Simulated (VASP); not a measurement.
A run of VASP 6.6.1 is set up as follows.

File INCAR:

```
SYSTEM = Li2O
PREC     = Accurate       ! precision mode
ENCUT    = 600            ! plane-wave cutoff, eV
EDIFF    = 1E-6           ! SCF threshold, eV
ISMEAR   = 0              ! smearing method
SIGMA    = 0.02           ! smearing width, eV
LREAL    = .False.        ! projectors in reciprocal space
LASPH    = .True.         ! aspherical terms in the spheres
NELM     = 100            ! most SCF steps
ALGO     = Normal         ! electronic algorithm
ISIF     = 3              ! what is computed and relaxed
LWAVE    = .False.        ! write WAVECAR
LCHARG   = .False.        ! write CHGCAR
IBRION   = 2              ! ionic algorithm
NSW      = 80             ! ionic steps
EDIFFG   = -0.005         ! ionic threshold
```

File KPOINTS:

```
regular mesh
0
Gamma
  8 8 8
  0 0 0
```

Contents of POSCAR:

```
Li2O
1.0
    0.0000000000      2.3050000000      2.3050000000
    2.3050000000      0.0000000000      2.3050000000
    2.3050000000      2.3050000000      0.0000000000
Li O
2 1
Direct
    0.2500000000      0.2500000000      0.2500000000
    0.7500000000      0.7500000000      0.7500000000
    0.0000000000      0.0000000000      0.0000000000
```

Potentials or basis: VASP PAW LDA potentials, release 64 (Li_sv, O).

Run with:

```sh
$ cat potpaw_LDA.64/Li_sv/POTCAR potpaw_LDA.64/O/POTCAR > POTCAR
$ mpirun -np 1 vasp_std > vasp.out
```

Q: Estimate the band gap on the k mesh.

A: 4.95 eV, indirect (least direct gap 5.93 eV).

Q: Estimate the space group after relaxing (to 0.05 Å).

A: Fm-3m (No. 225).

Q: Estimate the relaxed cell.

A: a = 3.172 Å, b = 3.172 Å, c = 3.172 Å, α = 60.00°, β = 60.00°, γ = 60.00°.

Q: Predict the relaxed volume.

A: 7.52 Å³/atom.

Final structure:
```
Li O
1.0
     0.00000    2.24277    2.24277
     2.24277    0.00000    2.24277
     2.24277    2.24277    0.00000
Li O
2 1
Direct
  0.25000 0.25000 0.25000
  0.75000 0.75000 0.75000
  0.00000 0.00000 0.00000
```

Caveat: the cutoff is under 1.25 times the usual one of these potentials, so pressure, stress and relaxed cells hold a basis-set (Pulay) error. Zero-point motion and thermal expansion aren't in these numbers.
